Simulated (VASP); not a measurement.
# GaSb (F-43m) in VASP: single point with PBE+D3(BJ)

Aim: the single point of GaSb with PBE+D3(BJ).

All numbers are computed with VASP 6.6.1; they aren't measurements. Logs are shortened: lines on timing, memory, paths and dates and some standing lists are left out, and cuts for length are marked.

**Experimental background.**

From a printed reference work, data compilation, for a bulk crystal of GaSb at 4.2 K: band gap 0.811 eV (direct).

The runs below are set against these values where they give the same quantity.

### 1 The cell of the first run

It takes space group F-43m (No. 216, cubic). The conventional cell has a = 6.129 Å, b = 6.129 Å, c = 6.129 Å, α = 90.00°, β = 90.00°, γ = 90.00°. Within 3.5 Å of Ga (site symmetry -43m) lie 4 Sb at 2.65 Å. Within 3.5 Å of Sb (site symmetry -43m) lie 4 Ga at 2.65 Å.

### 2 Single point, PBE+D3(BJ)

Input file INCAR:

```
SYSTEM = GaSb
PREC = Accurate
ENCUT = 500
EDIFF = 1E-6
ISMEAR = 0
SIGMA = 0.1
LREAL = .False.
LASPH = .True.
NELM = 120
ALGO = Normal
ISIF = 2
LWAVE = .False.
LCHARG = .False.
GGA = PE
IVDW = 12
NBANDS = 16
GGA_COMPAT = .False.
```

Input file KPOINTS:

```
Automatic mesh
0
Gamma
  12 12 12
  0 0 0
```

Input file POSCAR:

```
GaSb
1.0
    0.0000000000      3.0645583952      3.0645583952
    3.0645583952      0.0000000000      3.0645583952
    3.0645583952      3.0645583952      0.0000000000
Ga Sb
1 1
Direct
    0.0000000000      0.0000000000      0.0000000000
    0.2500000000      0.2500000000      0.2500000000
```

Potentials or basis: VASP PAW PBE potentials, release 64 (Ga_d, Sb).

On the command line:

```sh
> cat potpaw_PBE.64/Ga_d/POTCAR potpaw_PBE.64/Sb/POTCAR > POTCAR
> mpirun -np 1 vasp_std > vasp.out
```

OUTCAR:

```text
SYSTEM = GaSb
   PREC = Accurate
   ENCUT = 500
   EDIFF = 1E-6
   ISMEAR = 0
   LREAL = .False.
   LASPH = .True.
   NELM = 120
   ISIF = 2
   GGA = PE
   IVDW = 12
 IVDW          = 12

 ion  position               nearest neighbor table
   1  0.000  0.000  0.000-   2 2.65   2 2.65   2 2.65   2 2.65
   2  0.250  0.250  0.250-   1 2.65   1 2.65   1 2.65   1 2.65

  LATTYP: Found a face centered cubic cell.
 ALAT       =     6.1291167904

  Lattice vectors:

 A1 = (   0.0000000000,   3.0645583952,   3.0645583952)
 A2 = (   3.0645583952,   0.0000000000,   3.0645583952)
 A3 = (   3.0645583952,   3.0645583952,   0.0000000000)

Analysis of symmetry for initial positions (statically):
=====================================================================
 Subroutine PRICEL returns:
 Original cell was already a primitive cell.

 Routine SETGRP: Setting up the symmetry group for a
 face centered cubic supercell.

 Subroutine GETGRP returns: Found 24 space group operations
 (whereof 24 operations were pure point group operations)
 out of a pool of 48 trial point group operations.

The static configuration has the point symmetry T_d .

Analysis of symmetry for dynamics (positions and initial velocities):
=====================================================================
 Subroutine PRICEL returns:
 Original cell was already a primitive cell.

 Routine SETGRP: Setting up the symmetry group for a
 face centered cubic supercell.

 Subroutine GETGRP returns: Found 24 space group operations
 (whereof 24 operations were pure point group operations)
 out of a pool of 48 trial point group operations.

The dynamic configuration has the point symmetry T_d .

 Subroutine INISYM returns: Found 24 space group operations
 (whereof 24 operations are pure point group operations),
 and found     1 'primitive' translations

----------------------------------------------------------------------------------------

                                     Primitive cell

  volume of cell :      57.5617

  direct lattice vectors                    reciprocal lattice vectors
     0.000000000  3.064558395  3.064558395    -0.163155644  0.163155644  0.163155644
     3.064558395  0.000000000  3.064558395     0.163155644 -0.163155644  0.163155644
     3.064558395  3.064558395  0.000000000     0.163155644  0.163155644 -0.163155644

  length of vectors
     4.333940045  4.333940045  4.333940045     0.282593866  0.282593866  0.282593866

  position of ions in fractional coordinates (direct lattice)
     0.000000000  0.000000000  0.000000000
     0.250000000  0.250000000  0.250000000

  ion indices of the primitive-cell ions
   primitive index   ion index
                 1           1
                 2           2

----------------------------------------------------------------------------------------

 KPOINTS: Automatic mesh

Automatic generation of k-mesh.
 Grid dimensions read from file:
 generate k-points for:   12   12   12

 Generating k-lattice:

  Cartesian coordinates                     Fractional coordinates (reciprocal lattice)
    -0.013596304  0.013596304  0.013596304     0.083333333  0.000000000  0.000000000
     0.013596304 -0.013596304  0.013596304     0.000000000  0.083333333  0.000000000
     0.013596304  0.013596304 -0.013596304     0.000000000  0.000000000  0.083333333

  Length of vectors
     0.023549489  0.023549489  0.023549489

  Shift w.r.t. Gamma in fractional coordinates (k-lattice)
     0.000000000  0.000000000  0.000000000

 Subroutine IBZKPT returns following result:
 ===========================================

 Found     72 irreducible k-points:

 Following reciprocal coordinates:
            Coordinates               Weight
  0.000000  0.000000  0.000000      1.000000
  0.083333  0.000000  0.000000      8.000000
  0.166667  0.000000  0.000000      8.000000
  0.250000  0.000000  0.000000      8.000000
  0.333333  0.000000  0.000000      8.000000
  0.416667  0.000000  0.000000      8.000000
[... 16 lines left out ...]
  0.500000  0.166667  0.000000     24.000000
 -0.416667  0.166667  0.000000     24.000000
 [... further k-points ...]
   k-points           NKPTS =     72   k-points in BZ     NKDIM =     72   number of bands    NBANDS=     16
   number of dos      NEDOS =    301   number of ions     NIONS =      2
   total plane-waves  NPLWV =  32768
   dimension x,y,z NGX =    32 NGY =   32 NGZ =   32
   dimension x,y,z NGXF=    64 NGYF=   64 NGZF=   64
   ions per type =               1   1
   NGX,Y,Z   is equivalent  to a cutoff of  12.27, 12.27, 12.27 a.u.
   NGXF,Y,Z  is equivalent  to a cutoff of  24.55, 24.55, 24.55 a.u.
 SYSTEM =  GaSb
   PREC   = accura    normal or accurate (medium, high low for compatibility)
   ISTART =      0    job   : 0-new  1-cont  2-samecut
   ICHARG =      2    charge: 1-file 2-atom 10-const
   ISPIN  =      1    spin polarized calculation?
   LNONCOLLINEAR =      F non collinear calculations
   LSORBIT =      F    spin-orbit coupling
   LASPH  =      T    aspherical Exc in radial PAW
   ENCUT  =  500.0 eV  36.75 Ry    6.06 a.u.   7.90  7.90  7.90*2*pi/ulx,y,z
   NELM   =    120;   NELMIN=  2; NELMDL= -5     # of ELM steps
   EDIFF  = 0.1E-05   stopping-criterion for ELM
   LREAL  =      F    real-space projection
[... 7 lines left out ...]
   TEBEG  =    0.0;   TEEND  =   0.0 temperature during run
   PSTRESS=    0.0 pullay stress
   NELECT =      18.0000    total number of electrons
   NUPDOWN=      -1.0000    fix difference up-down
   EMIN   =  10.00;   EMAX   =-10.00  energy-range for DOS
   EFERMI =   0.00;   METHOD = LEGACY
   ISMEAR =     0;   SIGMA  =   0.10  broadening in eV -4-tet -1-fermi 0-gaus
   EFERMI_NEDOS =   21; number of points for ismear=-14 and -15
   IALGO  =     38    algorithm
   IMIX   =      4    mixing-type and parameters
     AMIX     =   0.40;   BMIX     =  1.00
     AMIX_MAG =   1.60;   BMIX_MAG =  1.00
  volume/ion in A,a.u.               =      28.78       194.22
  Fermi-wavevector in a.u.,A,eV,Ry     =   1.111189  2.099842 16.799658  1.234740
  Thomas-Fermi vector in A             =   2.247749
   LORBIT       =      0    0 simple, 1 ext, 2 COOP (PROOUT), +10 PAW based schemes
   GGA     = PE    functional components
   LHFCALC =     F    Hartree Fock is set to
   AEXX    =    0.0000 exact exchange contribution
   IVDW    =    12    specifies the selected vdW correction
   LEPSILON=     F    determine dielectric tensor
   LRPA    =     F    only Hartree local field effects (RPA)
 non-spin polarized calculation
 Gauss-broadening in eV      SIGMA  =   0.10
  energy-cutoff  :      500.00
  volume of cell :       57.56
 maximum number of plane-waves:      1477
   NGX = 15   NGY = 15   NGZ = 15

 number of electron      17.9999988 magnetization

 Free energy of the ion-electron system (eV)
  ---------------------------------------------------
  ext. energy  EPLUGINS =         0.00000000
  ---------------------------------------------------
  free energy    TOTEN  =        -7.35709797 eV

  energy without entropy =       -7.35696711  energy(sigma->0) =       -7.35703254

 E-fermi :   4.8696     XC(G=0):  -9.0659

 val. band max:        4.8134209827   @ k =   0.0000   0.0000   0.0000
 cond. band min:       5.2060153259   @ k =   0.5000   0.0000   0.0000
 fundamental gap:      0.3925943432
 Fermi energy:         4.8695950870

 k-point     1 :       0.0000    0.0000    0.0000
  band No.  band energies     occupation
      1     -10.2084      2.00000
      2     -10.2084      2.00000
      3     -10.2084      2.00000
      4     -10.1595      2.00000
      5     -10.1595      2.00000
      6      -6.6251      2.00000
[... 8 lines left out ...]
     15      13.3957      0.00000
     16      13.3957      0.00000

 k-point     2 :       0.0833    0.0000    0.0000
  band No.  band energies     occupation
      1     -10.2102      2.00000
      2     -10.2075      2.00000
      3     -10.2075      2.00000
      4     -10.1596      2.00000
      5     -10.1596      2.00000
      6      -6.5541      2.00000
[... 8 lines left out ...]
     15      12.8867      0.00000
     16      12.8867      0.00000

 k-point     3 :       0.1667    0.0000    0.0000
  band No.  band energies     occupation
      1     -10.2153      2.00000
      2     -10.2054      2.00000
      3     -10.2054      2.00000
      4     -10.1597      2.00000
      5     -10.1597      2.00000
      6      -6.3452      2.00000
[... 8 lines left out ...]
     15      12.4153      0.00000
     16      12.4153      0.00000

 k-point     4 :       0.2500    0.0000    0.0000
  band No.  band energies     occupation
      1     -10.2220      2.00000
      2     -10.2026      2.00000
      3     -10.2026      2.00000
      4     -10.1598      2.00000
      5     -10.1598      2.00000
      6      -6.0141      2.00000
[... 8 lines left out ...]
     15      12.3930      0.00000
     16      12.3930      0.00000

 k-point     5 :       0.3333    0.0000    0.0000
  band No.  band energies     occupation
      1     -10.2287      2.00000
      2     -10.2001      2.00000
      3     -10.2001      2.00000
      4     -10.1596      2.00000
      5     -10.1596      2.00000
      6      -5.5998      2.00000
[... 8 lines left out ...]
     15      12.9116      0.00000
     16      12.9116      0.00000

 k-point     6 :       0.4167    0.0000    0.0000
  band No.  band energies     occupation
      1     -10.2336      2.00000
      2     -10.1984      2.00000
      3     -10.1984      2.00000
      4     -10.1593      2.00000
      5     -10.1593      2.00000
      6      -5.1994      2.00000
[... 8 lines left out ...]
     15      13.8479      0.00000
     16      13.8479      0.00000
[... 267 lines left out ...]
 k-point    21 :       0.3333    0.1667    0.0000
  band No.  band energies     occupation
      1     -10.2316      2.00000
      2     -10.1978      2.00000
      3     -10.1968      2.00000
      4     -10.1634      2.00000
      5     -10.1579      2.00000
      6      -5.6420      2.00000
[... 8 lines left out ...]
     15      13.5094      0.00000
     16      13.9727      0.00000

 k-point    22 :       0.4167    0.1667    0.0000
  band No.  band energies     occupation
      1     -10.2360      2.00000
      2     -10.1964      2.00000
      3     -10.1949      2.00000
      4     -10.1631      2.00000
      5     -10.1580      2.00000
      6      -5.2259      2.00000
[... 8 lines left out ...]
     15      13.9756      0.00000
     16      14.6710      0.00000

 k-point    23 :       0.5000    0.1667    0.0000
  band No.  band energies     occupation
      1     -10.2384      2.00000
      2     -10.1956      2.00000
      3     -10.1942      2.00000
      4     -10.1622      2.00000
      5     -10.1585      2.00000
      6      -4.8809      2.00000
[... 8 lines left out ...]
     15      14.5722      0.00000
     16      14.7354      0.00000

 k-point    24 :      -0.4167    0.1667    0.0000
  band No.  band energies     occupation
      1     -10.2382      2.00000
      2     -10.1956      2.00000
      3     -10.1947      2.00000
      4     -10.1610      2.00000
      5     -10.1595      2.00000
      6      -4.8241      2.00000
[... 8 lines left out ...]
     15      13.4898      0.00000
     16      13.9472      0.00000

 [... further k-points ...]

------------------------ aborting loop because EDIFF is reached ----------------------------------------

 Edisp (eV)   -0.66101

 E8    (eV) :    -0.3100

  FORCE on cell =-STRESS in cart. coord.  units (eV):
  Direction    XX          YY          ZZ          XY          YZ          ZX
  --------------------------------------------------------------------------------------
  -------------------------------------------------------------------------------------
  Total       0.02388     0.02388     0.02388     0.00000     0.00000     0.00000
  in kB       0.66478     0.66478     0.66478     0.00000     0.00000     0.00000
  external pressure =        0.66 kB  Pullay stress =        0.00 kB

 VOLUME and BASIS-vectors are now :
 -----------------------------------------------------------------------------
  energy-cutoff  :      500.00
  volume of cell :       57.56
      direct lattice vectors                 reciprocal lattice vectors
     0.000000000  3.064558395  3.064558395    -0.163155644  0.163155644  0.163155644
     3.064558395  0.000000000  3.064558395     0.163155644 -0.163155644  0.163155644
     3.064558395  3.064558395  0.000000000     0.163155644  0.163155644 -0.163155644

 POSITION                                       TOTAL-FORCE (eV/Angst)
 -----------------------------------------------------------------------------------
      0.00000      0.00000      0.00000         0.000000     -0.000000     -0.000000
      1.53228      1.53228      1.53228        -0.000000      0.000000      0.000000
 -----------------------------------------------------------------------------------
    total drift:                                0.000000      0.000000      0.000000

  FREE ENERGIE OF THE ION-ELECTRON SYSTEM (eV)
  ---------------------------------------------------
  free  energy   TOTEN  =        -8.0181045398 eV

  energy  without entropy=       -8.0179736845  energy(sigma->0) =       -8.01803911
```

Run time: 73 s. Hardware: 1 thread of AMD EPYC 7R13, shared host; peak memory 0.22 GiB.

What came out:

- Free energy: -8.0181 eV
- Pressure: 0.1 GPa
- Band gap on the k mesh: zero (filled and empty bands touch)
- Dispersion energy per atom: -0.331 eV

Caveat: semilocal functionals underestimate gaps, and a narrow one can read as zero; spin-orbit coupling is left out, which moves the levels of the heavy elements.

### 3 How close it comes

Step 2. Measured gap of GaSb: 0.811 eV (direct; 4.2 K; a printed reference work, data compilation). This calculation gives 0.00 eV (-0.81 eV). Spin-orbit coupling on Ga, Sb is left out. The value is that of PBE+D3(BJ) on a finite k mesh, which can miss the band edges, without temperature or zero-point motion. Semilocal functionals fall short of measured gaps as a rule.

The gap in the log of VASP goes by the Fermi energy; the results here count the filled bands.